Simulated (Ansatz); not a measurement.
Structure: zincblende PbSe, at its r2SCAN minimum. The symmetry is F-43m (No. 216, cubic); a = 6.846 Å in the conventional setting, 40.11 Å³ an atom. Pb is surrounded by 4 Se at 2.96 Å; Se is surrounded by 4 Pb at 2.96 Å.

```
Pb Se
1.0
     0.00000    3.42320    3.42320
     3.42320    0.00000    3.42320
     3.42320    3.42320    0.00000
Pb Se
1 1
Cartesian
  0.0000 0.0000 0.0000
  1.7116 1.7116 1.7116
```

The questions ask for values computed with Ansatz on this geometry. Non-magnetic throughout. Whether this structure exists isn't addressed.

**Question.** What gap does LDA give, and where are the band edges?

**Answer.** The LDA gap is indirect, 0.46 eV (W to X), below the direct gap of 1.02 eV at X.

**Question.** How does the gap change from LDA to r2SCAN (6×6×6)?

**Answer.** The r2SCAN gap is indirect, 0.79 eV (W to X), below the direct gap of 1.34 eV at X. The gap differs by +0.33 eV from LDA's.

**Question.** What does HSE06 give for the gap (4×4×4 mesh)?

**Answer.** The HSE06 gap is indirect, 1.06 eV (W to X), below the direct gap of 1.65 eV at X. The gap differs by +0.60 eV from LDA's.

**Question.** Estimate the gap with PBE0 on 4×4×4.

**Answer.** PBE0 gives an indirect gap of 1.68 eV, from W to X; the least direct gap is 2.30 eV at X. The gap differs by +1.22 eV from LDA's.

**Question.** Estimate the gap with Hartree-Fock on 4×4×4.

**Answer.** With Hartree-Fock the valence top lies at W and the conduction bottom at X, 5.32 eV higher; the smallest vertical gap, at X, is 6.12 eV. The gap differs by +4.85 eV from LDA's.

**Question.** What does G0W0@PBE with 594 empty bands, a screening cutoff of 220 eV and a 4×4×4 mesh give?

**Answer.** 1.15 eV (PBE's gap over the path plus the quasiparticle shift read on the mesh). Over the mesh points the PBE gap of 0.62 eV becomes a quasiparticle gap of 1.15 eV (W to X), a change of +0.53 eV. Renormalisation factors Z lie between 0.64 and 0.77. No extrapolation in bands, cutoff or mesh was made for G0W0.

**Question.** Roughly how does the cost of the DDH-PBE0 run (4×4×4) compare with r2SCAN's (6×6×6)?

**Answer.** About 15 times as much (2.2 core-minutes against 9 core-seconds, on 2 threads of Arm Neoverse V1 (shared host)).

**Question.** How strongly does the crystal screen a field with clamped ions (r2SCAN)?

**Answer.** The electronic dielectric tensor ε∞ is 7.29 in all directions. Born charges, averaged over directions: Pb +2.34, Se -2.34 e.

**Question.** What do these levels agree on?

**Answer.** Taking G0W0@PBE (594 empty bands, 220 eV, 4×4×4), 1.15 eV, as the yardstick (a computed one, not at the basis limit), DDH-PBE0 comes nearest, -0.01 eV off, at about 15 times r2SCAN's rough cost; G0W0 itself took about 170 times r2SCAN's rough cost. The others: r2SCANh +0.03, HSE06 -0.09, r2SCAN -0.36, PBE -0.53, PBE0 +0.53, LDA -0.68, Hartree-Fock +4.17 eV. The yardstick still moved by +0.13 eV in its last step of bands and cutoff, so this order can change. r2SCAN covers 39 % of the step from PBE to HSE06, while HSE06 needs about 12 times r2SCAN's rough cost (on a coarser mesh). Among these functionals the gap stays indirect.
